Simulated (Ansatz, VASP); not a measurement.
**Two plane-wave programs on Ag**

```
Ag
1.0
     2.90339    0.00000    0.00000
    -1.45169    2.51441    0.00000
     0.00000    0.00000    9.48337
Ag
4
Direct
  0.00000 0.00000 0.00000
  0.00000 0.00000 0.50000
  0.33333 0.66667 0.25000
  0.66667 0.33333 0.75000
```

Alike in both runs: functional r2SCAN; k mesh 18 × 18 × 6; occupations gaussian, width 0.1 eV; no spin polarisation.

Ansatz relaxed the structure, and its values are those at the end. VASP's run is a single point on that final structure, the one shown.

|  | VASP | Ansatz |
| --- | --- | --- |
| version | VASP 6.6.1 | Ansatz 0.2.0 |
| potentials or method | VASP PAW PBE potentials, release 64 (Ag) | scalar-relativistic, plane waves, PAW |
| plane-wave cutoff (eV) | 520 | 500 |
| valence electrons in the cell | 44 | 76 |

Ansatz gave:

```
gap on the k mesh at the Fermi level (eV) : none
pressure (GPa)                            : 0.0
```

Question: Estimate VASP's values.

Answer: gap on the k mesh at the Fermi level (eV): none; pressure (GPa): 0.1.

A gap of «none» marks a metal or a gap that the smearing closes. The two sets of potentials don't hold the same shells in valence.

Caveats: the PAW data sets were made with another functional, which shifts forces and pressure a little (VASP).
